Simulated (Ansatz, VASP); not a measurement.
Os: VASP beside Ansatz

```
Os
1.0
     0.00000    1.91871    1.91871
     1.91871    0.00000    1.91871
     1.91871    1.91871    0.00000
Os
1
Direct
  0.00000 0.00000 0.00000
```

Change from the starting cell: volume scaled by 0.96.

Alike in both runs: task single point; functional PBE; k mesh 12 × 12 × 12; occupations fermi-dirac, width 0.05 eV; no spin polarisation.

```csv
,VASP,Ansatz
version,VASP 6.6.1,Ansatz 0.2.0
potentials or method,"VASP PAW PBE potentials, release 64 (Os), cutoff 520 eV","all-electron LAPW, scalar-relativistic"
```

VASP gave:

| Property | Result |
| --- | --- |
| gap on the k mesh at the Fermi level (eV) | none |
| pressure (GPa) | 5.5 |

What did Ansatz give for the same quantities?

gap on the k mesh at the Fermi level (eV): none; pressure (GPa): 5.4.

A gap of «none» marks a metal or a gap that the smearing closes. Ansatz ran all-electron here, so the differences hold the error of VASP's frozen core and of both bases.

The runs have no spin-orbit coupling, so splittings on Os are missing.
